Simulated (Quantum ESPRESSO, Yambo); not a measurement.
# A GW chain in Yambo: CaO (Lime), part 2 of 2

How does a plane-wave GW calculation on CaO (Lime) run from the first input to the gap?

Quantum ESPRESSO 7.5 and Yambo 5.3.0; PBE and many-body steps on it, plane waves. Known limits of the many-body steps: not at the basis limit.

So far. Step 2 (Ground state): The gap is indirect, with the least direct gap 0.37 eV higher. Step 3 (Bands along the symmetry lines): The gap is 3.662 eV, as in the run before at this level.

### 4. Empty states on the mesh, 6×6×6 mesh, 336 bands

Level of this step: DFT, PBE, plane waves, norm-conserving pseudopotentials (Quantum ESPRESSO).

The sums over transitions need many empty states on a uniform mesh; this step solves for them.

pw.in

```
&control
  calculation = 'nscf'
  prefix = 'x'
  outdir = 'o'
  pseudo_dir = 'pseudo'
/
&system
  ibrav = 0
  nat = 2
  ntyp = 2
  ecutwfc = 72.0
  nbnd = 336
  force_symmorphic = .true.
/
&electrons
  conv_thr = 1e-9
  electron_maxstep = 80
  diago_full_acc = .true.
  diago_thr_init = 5e-6
/
ATOMIC_SPECIES
  Ca 40.078 Ca.upf
  O 15.999 O.upf
CELL_PARAMETERS angstrom
  -0.0000000000 2.4065000000 2.4065000000
  2.4065000000 -0.0000000000 2.4065000000
  2.4065000000 2.4065000000 -0.0000000000
ATOMIC_POSITIONS crystal
  Ca 0.0000000000 0.0000000000 0.0000000000
  O 0.5000000000 0.5000000000 0.5000000000
K_POINTS automatic
  6 6 6 0 0 0
```

Launch:

```
$ OMP_NUM_THREADS=1 mpirun -n 4 pw.x -nk 4 -in pw.in > pw.out
```

The program printed:

```text
[banner, memory and clock lines left out]
Program PWSCF v.7.5 starts

     Atomic positions and unit cell read from directory:
     o/x.save/

     Message from routine setup:
     using ibrav=0 with symmetry is DISCOURAGED, use correct ibrav instead

     G-vector sticks info

     bravais-lattice index     =            0
     lattice parameter (alat)  =       6.4313  a.u.
     unit-cell volume          =     188.0980 (a.u.)^3
     number of atoms/cell      =            2
     number of atomic types    =            2
     number of electrons       =        16.00
     number of Kohn-Sham states=          336
     kinetic-energy cutoff     =      72.0000  Ry
     charge density cutoff     =     288.0000  Ry
     Exchange-correlation= PBE
                           (   1   4   3   4   0   0   0)

     celldm(1)=   6.431314  celldm(2)=   0.000000  celldm(3)=   0.000000
     celldm(4)=   0.000000  celldm(5)=   0.000000  celldm(6)=   0.000000

     crystal axes: (cart. coord. in units of alat)
               a(1) = (  -0.000000   0.707107   0.707107 )
               a(2) = (   0.707107  -0.000000   0.707107 )
               a(3) = (   0.707107   0.707107  -0.000000 )

     reciprocal axes: (cart. coord. in units 2 pi/alat)
               b(1) = ( -0.707107  0.707107  0.707107 )
               b(2) = (  0.707107 -0.707107  0.707107 )
               b(3) = (  0.707107  0.707107 -0.707107 )
     Pseudo is Norm-conserving + core correction, Zval = 10.0
     Generated using ONCVPSP code by D. R. Hamann
     Using radial grid of 1766 points,  6 beta functions with:
     Pseudo is Norm-conserving + core correction, Zval =  6.0
     Generated using ONCVPSP code by D. R. Hamann
     Using radial grid of  936 points,  5 beta functions with:
     Ca               10.00    40.07800     Ca( 1.00)
     O                 6.00    15.99900     O ( 1.00)

     48 Sym. Ops., with inversion, found

   Cartesian axes

     site n.     atom                  positions (alat units)
         1        Ca     tau(   1) = (   0.0000000   0.0000000   0.0000000  )
         2        O      tau(   2) = (   0.7071068   0.7071068   0.7071068  )

     number of k points=    16
                       cart. coord. in units 2pi/alat
        k(    1) = (   0.0000000   0.0000000   0.0000000), wk =   0.0092593
        k(    2) = (   0.1178511   0.1178511  -0.1178511), wk =   0.0740741
        k(    3) = (   0.2357023   0.2357023  -0.2357023), wk =   0.0740741
[...]
[... 4 further rows ...]
        k(   15) = (  -0.1178511  -0.3535534   0.5892557), wk =   0.2222222
        k(   16) = (  -0.7071068   0.2357023   0.0000000), wk =   0.1111111

     Dense  grid:    15593 G-vectors     FFT dimensions: (  36,  36,  36)

     The potential is recalculated from file :
     o/x.save/charge-density

     Starting wfcs are    9 randomized atomic wfcs +  327 random wfcs

     Band Structure Calculation

     End of band structure calculation

          k = 0.0000 0.0000 0.0000 (  1917 PWs)   bands (ev):

   -29.9285 -10.6889 -10.6889 -10.6889  -7.7192   7.7451   7.7451   7.7451
    12.4596  13.9727  13.9727  13.9727  15.4631  15.4631  22.7421  30.1084
    30.1084  30.1084  35.1146  35.1146  35.1146  35.6453  35.6453  35.6625
[...]
[... 30 further rows ...]
[...]
k = 0.1179 0.1179-0.1179 (  1940 PWs)   bands (ev):

[...]
[... 30 further rows ...]
[...]
k = 0.2357 0.2357-0.2357 (  1940 PWs)   bands (ev):

[...]
[... 30 further rows ...]
   288.0229 288.4757 289.9434 289.9434 290.5147 290.5147 290.8388 291.0828
   292.1700 292.2048 292.2048 292.6150 292.6150 293.2441 293.4394 293.4394

          k =-0.3536-0.3536 0.3536 (  1946 PWs)   bands (ev):

     [... further k-points ...]

     highest occupied, lowest unoccupied level (ev):     7.7451   11.4076

     XML data file, pseudopotentials, collected wavefunctions
```

The job ended after 37 s (4 MPI ranks of Arm Neoverse V2, shared host; peak memory 0.46 GiB; 2.5 min of CPU time).

This step gave:

| Quantity | Value |
| --- | --- |
| gap | 3.662 eV |
| k of the valence top | 0, 0, 0 |
| k of the conduction bottom | 0, -0.5, -0.5 |
| least direct gap | 4.037 eV |
| k points computed | 16 |
| lowest point of the top converged band, above the valence top | 284.5428 eV |

On this mesh the gap is 3.662 eV.

### 5. Conversion and set-up

This step: Yambo 5.3.0; conversion and set-up on PBE, plane waves, norm-conserving pseudopotentials.

The states are converted to the many-body program's format and the q mesh is built.

Launch:

```
$ (cd o/x.save; p2y > p2y.log; mv SAVE ../..); yambo > setup.log
```

The program printed:

```text
 Yambo, version 5.3.0

 [02] CORE Variables Setup
 =========================

  [02.01] Unit cells
  ==================

  Cell kind             :  FCC
  Atoms in the cell     :  Ca  O
  number of Ca atoms    :  1
  number of O  atoms    :  1

  List of atomic masses
  Mass of Ca    :  40.07800
  Mass of O     :  15.99900

  List of atomic coordinates    : [cc]
  Ca1       :  0.000000  0.000000  0.000000  order 1
  O1       :  4.547626  4.547626  4.547626  order 2

  Alat factors          :  4.547626  4.547626  4.547626 [a.u.]
  Direct lattice volume :  188.0980 [a.u.]
  Direct lattice vectors:  A[ 1 ]  A[ 2 ]  A[ 3 ]
   A[ 1 ]: -0.000000  1.000000  1.000000  [iru]
  -0.000000  4.547626  4.547626  [cc]
   A[ 2 ]:  1.000000 -0.000000  1.000000  [iru]
   4.547626 -0.000000  4.547626  [cc]
   A[ 3 ]:  1.000000  1.000000 -0.000000  [iru]
   4.547626  4.547626 -0.000000  [cc]

  Recip. lattice volume :  1.318729 [a.u.]
  Recip. lattice vectors:  B[ 1 ]  B[ 2 ]  B[ 3 ]
   B[ 1 ]: -0.500000  0.500000  0.500000  [iku]
  -0.690820  0.690820  0.690820  [cc]
   B[ 2 ]:  0.500000 -0.500000  0.500000  [iku]
   0.690820 -0.690820  0.690820  [cc]
   B[ 3 ]:  0.500000  0.500000 -0.500000  [iku]
   0.690820  0.690820 -0.690820  [cc]

  [02.02] Symmetries
  ==================

  Inversion symmetry    : yes
  Spatial inversion     : yes
  Inversion index       :  25
  K-space Time-reversal : no
  Magnetic symmetries   : no
  Group table correct   : yes
  Symmetries units      :  [cc]

   [S  1]:   1.0000     -0.21289E-16 -0.21289E-16 -0.21289E-16   1.0000      0.21289E-16  0.21289E-16  0.21289E-16   1.0000
   [S  2]:  -1.0000      0.21289E-16 -0.21289E-16  0.21289E-16  -1.0000      0.21289E-16 -0.21289E-16 -0.21289E-16   1.0000
   [S  3]:  -1.0000     -0.21289E-16  0.21289E-16  0.21289E-16   1.0000     -0.21289E-16 -0.21289E-16  0.21289E-16  -1.0000
[...]
[... 36 further rows ...]
   [S 47]: -0.21289E-16   1.0000      0.21289E-16  0.21289E-16 -0.21289E-16  -1.0000       1.0000      0.21289E-16 -0.21289E-16
   [S 48]: -0.21289E-16  -1.0000     -0.21289E-16  0.21289E-16  0.21289E-16   1.0000       1.0000     -0.21289E-16  0.21289E-16

  [02.03] Reciprocal space
  ========================

  nG shells         :  204
  nG charge         :  15593
  nG WFs            :  2603
  nC WFs            :  1964
  G-vecs. in first 20 shells:  [ Number ]
     1    9   15   27   51   59   65   89  113
    137   169   181   229   259   283   307   331   339
    387   411
  ...
  Shell energy in first 20 shells:  [ mHa ]
    0.00000      715.849      954.466      1908.93      2624.78      2863.40      3817.86      4533.71      4772.33
    5726.79      6442.64      7635.72      8351.57      8590.19      9544.66      10260.5      10499.1      11453.6
    12169.4      12408.1
  ...

  [02.04] K-grid lattice
  ======================

  Compatible Grid is   : 3D
[...]
WF components:  1940

  [02.05] Energies & Occupations
  ==============================

  [X] === General ===
  [X] Electronic Temperature                        :  0.000000  0.000000 [eV K]
  [X] Bosonic    Temperature                        :  0.000000  0.000000 [eV K]
  [X] Finite Temperature mode                       : no
  [X] El. density                                   :  0.57403E+24 [cm-3]
  [X] Fermi Level                                   :  7.745084 [eV]

  [X] === Gaps and Widths ===
  [X] Conduction Band Min                           :  3.662475 [eV]
  [X] Valence Band Max                              :  0.000000 [eV]
  [X] Filled Bands                                  :   8
  [X] Empty Bands                                   :     9   336
  [X] Direct Gap                                    :  4.036914 [eV]
  [X] Direct Gap localized at k                     :  13
  [X] Indirect Gap                                  :  3.662475 [eV]
  [X] Indirect Gap between kpts                     :   1  13
  [X] Last valence band width                       :  1.179441 [eV]
  [X] 1st conduction band width                     :  3.369635 [eV]

  E @ K [ 1]:  [eV]
   -37.674      -18.434      -18.434      -18.434      -15.464     -0.51962E-12 -0.26132E-12   0.0000
    4.71454   6.22765   6.22765   6.22765   7.71797   7.71797  14.99701  22.36333
  occ @ K [ 1]
   2.000000  2.000000  2.000000  2.000000  2.000000  2.000000  2.000000  2.000000
[...]
E @ K [ 2]:  [eV]
[...]
occ @ K [ 2]
[...]
E @ K [ 3]:  [eV]
[...]
occ @ K [ 3]
[...]
E @ K [ 8]:  [eV]
[...]
occ @ K [ 8]
[...]
E @ K [ 9]:  [eV]
[...]
occ @ K [ 9]
[...]
E @ K [10]:  [eV]
[...]
occ @ K [10]
[...]
E @ K [11]:  [eV]
[...]
occ @ K [11]
[...]
E @ K [12]:  [eV]
[...]
occ @ K [12]
[...]
E @ K [13]:  [eV]
[...]
occ @ K [13]
[...]
E @ K [14]:  [eV]
[...]
occ @ K [14]
[...]
E @ K [15]:  [eV]
[...]
occ @ K [15]
[...]
E @ K [16]:  [eV]
[...]
occ @ K [16]
   2.000000  2.000000  2.000000  2.000000  2.000000  2.000000  2.000000  2.000000
   0.000000  0.000000  0.000000  0.000000  0.000000  0.000000  0.000000  0.000000

 [03] Transferred momenta grid and indexing
 ==========================================

 IBZ Q-points                                      :  16
 BZ  Q-points                                      :  216

 K/Q-points units:
 rlu = crystal or reduced units; cc = cartesian coordinates; iku = interal k-units

 Q [ 1]         [rlu]:  0.000000  0.000000  0.000000
 Q [ 2]         [rlu]: -0.17600E-17 -0.17600E-17  0.16667
 Q [ 3]         [rlu]: -0.60863E-18 -0.60863E-18  0.33333
[...]
Q [ 8]         [rlu]:  0.13869E-16  0.16667     -0.33333
 Q [ 9]         [rlu]:  0.60863E-18  0.16667     -0.16667
 Q [10]         [rlu]: -0.23925E-16  0.33333      0.33333
     [... 4 further rows ...]
 Q [15]         [rlu]:  0.166667  0.333333 -0.333333
 Q [16]         [rlu]:  0.166667 -0.500000 -0.333333

  [03.01] X indexes
  =================

   [03.01.01] Sigma indexes
   ========================

 [06] Game Over & Game summary
```

The job ended after 2 s (1 MPI rank; peak memory 0.24 GiB).

### 6. Screening and self-energy, 6×6×6 mesh, 336 bands, screening to 353.7 eV

Now the one-shot GW correction: screening in the RPA, then the self-energy of the levels asked for.

This step: G0W0 on PBE, plane waves, norm-conserving pseudopotentials.

gw3.in

```
HF_and_locXC
gw0
dyson
ppa
em1d
rim_cut
RandQpts= 1000000
RandGvec= 1 RL
EXXRLvcs= 72 Ry
VXCRLvcs= 288 Ry
Chimod= "HARTREE"
% BndsRnXp
 1 | 336 |
%
NGsBlkXp= 26 Ry
% LongDrXp
 1 | 1 | 1 |
%
% GbndRnge
 1 | 336 |
%
DysSolver= "n"
ExtendOut
PPAPntXp= 27.21138 eV
% QPkrange
 1 | 1 | 7 | 10 |
 13 | 13 | 7 | 10 |
%
```

Launch:

```
$ OMP_NUM_THREADS=1 mpirun -n 4 yambo -F gw3.in -J gw3 -C gw3 > gw3.log
```

The program printed:

```text
 Yambo, version 5.3.0

 [02] CORE Variables Setup
 =========================

  [... cell, symmetries and grids as in the set-up ...]

  [02.05] Energies & Occupations
  ==============================

  [X] === General ===
  [X] Electronic Temperature                        :  0.000000  0.000000 [eV K]
  [X] Bosonic    Temperature                        :  0.000000  0.000000 [eV K]
  [X] Finite Temperature mode                       : no
  [X] El. density                                   :  0.57403E+24 [cm-3]
  [X] Fermi Level                                   :  7.745084 [eV]

  [X] === Gaps and Widths ===
  [X] Conduction Band Min                           :  3.662475 [eV]
  [X] Valence Band Max                              :  0.000000 [eV]
  [X] Filled Bands                                  :   8
  [X] Empty Bands                                   :     9   336
  [X] Direct Gap                                    :  4.036914 [eV]
  [X] Direct Gap localized at k                     :  13
  [X] Indirect Gap                                  :  3.662475 [eV]
  [X] Indirect Gap between kpts                     :   1  13
  [X] Last valence band width                       :  1.179441 [eV]
  [X] 1st conduction band width                     :  3.369635 [eV]

 [03] Transferred momenta grid and indexing
 ==========================================

 IBZ Q-points                                      :  16
 BZ  Q-points                                      :  216

 K/Q-points units:
 rlu = crystal or reduced units; cc = cartesian coordinates; iku = interal k-units

 Q [ 1]         [rlu]:  0.000000  0.000000  0.000000
 Q [ 2]         [rlu]: -0.17600E-17 -0.17600E-17  0.16667
 Q [ 3]         [rlu]: -0.60863E-18 -0.60863E-18  0.33333
 Q [ 4]         [rlu]:  0.13869E-16  0.13869E-16 -0.50000
 Q [ 5]         [rlu]: -0.11962E-16  0.16667      0.16667
 Q [ 6]         [rlu]:  0.20734E-17  0.16667      0.33333
 Q [ 7]         [rlu]: -0.31276E-16  0.16667      0.50000
 Q [ 8]         [rlu]:  0.13869E-16  0.16667     -0.33333
 Q [ 9]         [rlu]:  0.60863E-18  0.16667     -0.16667
 Q [10]         [rlu]: -0.23925E-16  0.33333      0.33333
     [... 4 further rows ...]
 Q [15]         [rlu]:  0.166667  0.333333 -0.333333
 Q [16]         [rlu]:  0.166667 -0.500000 -0.333333

 [04] Coloumb potential Random Integration (RIM)
 ===============================================

  [04.01] RIM initialization
  ==========================

  * Diagonal components only detected *

  8 x (sBL volume)        :  0.048842 [a.u.]
  sBZ random points       :  1000000
  Points outside the sBZ  :   7999624
  RL volume               :  1.318729 [a.u.]
  Integrated volume       :  1.318791 [a.u.]

  [04.02] RIM integrals
  =====================

  Gamma point sphere radius             :  0.066305 [a.u.]
  Points outside the sphere             :   799635
  [Int_sBZ(q=0) 1/q^2]*(Vol_sBZ)^(-1/3) =:  7.763403
                                 should be <:  7.795600

  Summary of Coulomb integrals for non-metallic bands |Q|[au] RIM/Bare

  Q [1] 0.100000E-4 0.995870 * Q [2] 0.199423 1.065611
  Q [5] 0.230273 1.062979 * Q [9] 0.325656 1.025346
  Q [6] 0.381865 1.019123 * Q [3] 0.398845 1.016899
  Q [10] 0.460547 1.013120 * Q [8] 0.501869 1.010302
  Q [14] 0.514907 1.010267 * Q [7] 0.564052 1.008526
  Q [4] 0.598268 1.007214 * Q [11] 0.598268 1.007619
  Q [12] 0.651312 1.006045 * Q [15] 0.681158 1.005570
  Q [13] 0.690820 1.005754 * Q [16] 0.728189 1.005199

 [05] Dipoles
 ============

  [05.01] Setup: observables and procedures
  =========================================

 [06] Dynamic Dielectric Matrix (PPA)
 ====================================

 [WR./gw3//ndb.pp]---------------------------------------------------------------
  Brillouin Zone Q/K grids (IBZ/BZ)                :   16  216   16  216
  RL vectors                                       :  2637 [WF]
  Coulomb cutoff potential                         : none
  Electronic Temperature                           :  0.000000 [K]
  Bosonic    Temperature                           :  0.000000 [K]
  PPA    diel. fun.  energies                      : Perdew, Burke & Ernzerhof(X)+Perdew, Burke & Ernzerhof(C)
  wavefunctions                                    : Perdew, Burke & Ernzerhof(X)+Perdew, Burke & Ernzerhof(C)
  Global Gauge                                     : length
  X matrix size                                    :   459
  X band range                                     :     1   336
  X e/h energy range                               : -1.000000 -1.000000 [eV]
  X Time ordering                                  : R
  X Hxc Kernel                                     : HARTREE
  X Drude frequency                                :  0.000000  0.000000
  X poles                                          :  100.0000 [o/o]
  RL vectors in the sum                            :  2637
  [r,Vnl] included                                 : yes
  Field direction                                  :  0.577350E-5  0.577350E-5  0.577350E-5
  BZ energy Double Grid                            : no
  BZ energy DbGd points                            : 0
  BZ Q point size factor                           : -1.000000
  X Optical Averaged directions                    : none

 [07] Local Exchange-Correlation + Non-Local Fock
 ================================================

 [VXC] Plane waves :  15593
 [EXS] Plane waves :  1989

 QP @ state[ 1 ] K range:  1  1
 QP @ state[ 1 ] b range:   7  10
 QP @ state[ 2 ] K range:  13  13
 QP @ state[ 2 ] b range:   7  10

 [xc] Functional : Perdew, Burke & Ernzerhof(X)+Perdew, Burke & Ernzerhof(C)
 [xc] LIBXC used to calculate xc functional
  PP Number of Atomic Species                      :  2
  NLCC RL compoments                               :  15593
  PP Number of Atomic Species                      :  2
  NLCC RL compoments                               :  15593

 [xc] E_xc :  -8.750691 [Ha]
      E_xc :  -17.50138 [Ry]

  Local XC kind (lXC) : Perdew, Burke & Ernzerhof(X)+Perdew, Burke & Ernzerhof(C)
  Non-Local XC kind (nlXC) : Hartree-Fock

  Corrections @ K [1] :  [eV]
 <7|nlXC|7> = -24.56472  0.15117E-16 <7|lXC|7> = -19.38763 -0.32472E-16
 <8|nlXC|8> = -24.56471  0.87350E-17 <8|lXC|8> = -19.38763  0.18071E-20
 <9|nlXC|9> = -6.461774 -0.33078E-18 <9|lXC|9> = -10.89252  0.94359E-16
 <10|nlXC|10> = -7.016213  0.83074E-19 <10|lXC|10> = -13.89969 -0.18885E-15

  Corrections @ K [13] :  [eV]
 <7|nlXC|7> = -24.25009 -0.81306E-17 <7|lXC|7> = -18.91591  0.37761E-15
 <8|nlXC|8> = -24.25001 -0.25249E-17 <8|lXC|8> = -18.91591 -0.28323E-15
 <9|nlXC|9> = -5.922964 -0.10002E-17 <9|lXC|9> = -11.42976  0.18873E-15
 <10|nlXC|10> = -8.847700 -0.34060E-18 <10|lXC|10> = -16.11193 -0.33878E-19

 [08] Dyson equation: Newton solver
 ==================================

  [08.01] G0W0 (W PPA)
  ====================

  [  GW  ] Bands range     :     1   336
  [GW/PPA] G damping       :  0.100000 [eV]

  QP @ state[ 1 ] K range:  1  1
  QP @ state[ 1 ] b range:   7  10
  QP @ state[ 2 ] K range:  13  13
  QP @ state[ 2 ] b range:   7  10

   Sc/G bands                                       :     1   336
   Sc/G damping                                     :  0.100000 ev
   Sc bands terminator                              : no
   Sx RL components                                 :  1989

   QP @ state[ 1 ] K range                          :  1  1
   QP @ state[ 1 ] b range                          :   7  10
   QP @ state[ 2 ] K range                          :  13  13
   QP @ state[ 2 ] b range                          :   7  10
   GF energies kind                                 : Perdew, Burke & Ernzerhof(X)+Perdew, Burke & Ernzerhof(C)
   GF WF`s kind                                     : Perdew, Burke & Ernzerhof(X)+Perdew, Burke & Ernzerhof(C)
   Xs energies kind                                 : Perdew, Burke & Ernzerhof(X)+Perdew, Burke & Ernzerhof(C)
   Xs WF`s kind                                     : Perdew, Burke & Ernzerhof(X)+Perdew, Burke & Ernzerhof(C)

 [11] Game Over & Game summary
```

Wall time 28 min (4 MPI ranks); peak memory 2.4 GiB.

This step gave:

* G0W0 gap on the points computed: 5.904 eV
* starting gap on the mesh: 3.662 eV
* k of the valence top: 0, 0, 0
* k of the conduction bottom: 0, -0.5, -0.5
* least direct G0W0 gap on the computed points: 6.303 eV
* Z at the valence top: 0.7776
* Z at the conduction bottom: 0.8497

The gap on the mesh goes from 3.66 eV to 5.90 eV, a correction of +2.24 eV.

Limits: finite bands, cutoff and mesh. v1 is the top filled band, c1 the lowest empty one. Levels before and after the correction, in eV, zero at the valence-band top of each column:

```csv
,conduction bottom,valence top
Kohn-Sham,3.66,0.00
G0W0,5.90,0.00
```

```csv
,level,energy (eV)
Kohn-Sham,Γ v2-v1,0.000
Kohn-Sham,Γ c1,4.715
Kohn-Sham,Γ c2,6.228
Kohn-Sham,(0 -0.5 -0.5) v2-v1,-0.374
Kohn-Sham,(0 -0.5 -0.5) c1,3.662
Kohn-Sham,(0 -0.5 -0.5) c2,8.023
G0W0,Γ v2-v1,0.000
G0W0,Γ c1,6.303
G0W0,Γ c2,9.073
G0W0,(0 -0.5 -0.5) v2-v1,-0.477
G0W0,(0 -0.5 -0.5) c1,5.904
G0W0,(0 -0.5 -0.5) c2,11.038
```

### 7. Where the time went

Times are wall times on the hardware named with each run, good to a factor of about two.

```csv
step,time,share,memory (GiB)
ground state,3.9 s,0 %,0.2
bands along the symmetry lines,2.8 s,0 %,0.18
empty states on the mesh,37 s,2 %,0.46
conversion and set-up,2 s,0 %,0.24
screening and self-energy,28 min,97 %,2.4
```

### 8. Summary of results

| Property | Result |
| --- | --- |
| PBE gap | 3.66 eV, indirect |
| G0W0 gap on the mesh | 5.90 eV |
| GW settings | 6×6×6 mesh, 336 bands, screening to 353.7 eV, Godby-Needs plasmon pole |
| known limits | not at the basis limit |

G0W0 moves the gap on the mesh from 3.66 eV to 5.90 eV (+2.24 eV), with Z of 0.78 and 0.85 at the edges. Only 2 of the mesh's irreducible points were corrected, so a valley elsewhere could overtake. The dearest step here is «screening and self-energy». Bands and cutoff are finite, so the gap is not at the basis limit. The miss can reach some tenths of an eV and take either sign; the mesh is an error of its own. In the G0W0 run levels were corrected at 2 k points alone, so a gap called «on the mesh» is the least over those, and an edge elsewhere would be missed.

[Paths, hosts, dates, memory and timing lines, banners, echoed tables and standing remarks are left out of the program output.]

[Logs are printed without paths, hosts, clocks, repeated set-up lines and the standing remarks that a program may print on its own settings, such as how far it seeks lower states.]

[Runs of the session that timed out or met a known fault of the program may be left out.]

[Hosts, paths, dates, database ids (printed as entryN), source tags and the programs' standing remarks are cut or masked in the printed files.]
